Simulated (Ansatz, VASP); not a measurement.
## One calculation of KTaO3, two programs

The input POSCAR:

```
KTaO3
1.0
    3.9086768649      0.0000000000      0.0000000000
    0.0000000000      3.9086768649      0.0000000000
    0.0000000000      0.0000000000      3.9086768649
K Ta O
1 1 3
Direct
    0.5000000000      0.5000000000      0.5000000000
    0.0000000000      0.0000000000      0.0000000000
    0.5000000000      0.0000000000      0.0000000000
    0.0000000000      0.5000000000      0.0000000000
    0.0000000000      0.0000000000      0.5000000000
```

File INCAR.step1:

```
  ALGO = Normal
  EDIFF = 1E-4
  ENCUT = 520
  GGA = PE
  ISMEAR = 0
  LASPH = T
  LCHARG = F
  LREAL = F
  LWAVE = T
  NBANDS = 27
  NELM = 80
  PREC = Accurate
  SIGMA = 0.01
```

The input INCAR.step2:

```
  ALGO = Normal
  EDIFF = 1E-7
  ENCUT = 520
  ISIF = 2
  ISMEAR = 0
  ISTART = 1
  LASPH = T
  LCHARG = F
  LMIXTAU = T
  LREAL = F
  LWAVE = F
  METAGGA = R2SCAN
  NBANDS = 27
  NELM = 80
  PREC = Accurate
  SIGMA = 0.01
```

Contents of KPOINTS:

```
k-points
0
Gamma
  6 6 6
```

Input for Ansatz:

```yaml
crystal:
  lattice:
    - [3.9086768649, 0.0, 0.0]
    - [0.0, 3.9086768649, 0.0]
    - [0.0, 0.0, 3.9086768649]
  atoms:
    - { symbol: K, position: [0.5, 0.5, 0.5] }
    - { symbol: Ta, position: [0.0, 0.0, 0.0] }
    - { symbol: O, position: [0.5, 0.0, 0.0] }
    - { symbol: O, position: [0.0, 0.5, 0.0] }
    - { symbol: O, position: [0.0, 0.0, 0.5] }
kpoints:
  mp_grid: { grid: [6, 6, 6] }
hamiltonian:
  xc: r2scan
scf:
  occupations: { method: fixed }
  n_extra_bands: 5
output:
  forces: true
  stress: true
  eigenvalues: true
```

Alike in both runs: task single point; functional r2SCAN; k mesh 6 × 6 × 6; no spin polarisation.

|  | VASP | Ansatz |
| --- | --- | --- |
| version | VASP 6.6.1 | Ansatz 0.2.0 |
| potentials or method | VASP PAW PBE potentials, release 64 (K_sv, Ta_pv, O) | plane waves, PAW |
| plane-wave cutoff (eV) | 520 | 500 |
| occupations | gaussian, width 0.01 eV | fixed |
| valence electrons in the cell | 38 | 40 |

|  | VASP | Ansatz | Ansatz less VASP |
| --- | --- | --- | --- |
| gap on the k mesh at the Fermi level (eV) | 2.75 | 2.78 | +0.036 |
| pressure (GPa) | 16.1 | 14.8 | -1.28 |

The two sets of potentials don't hold the same shells in valence.

Caveats: so large a pressure means that the cell lies far from this level's equilibrium, or that cutoff or potentials fall short (VASP); the potentials were made for another functional, which shifts forces and pressure (VASP); spin-orbit coupling is left out, which moves the levels of the heavy elements. A k mesh can miss the band edges. r2SCAN opens gaps a little over a GGA but as a rule still falls short of measured ones.
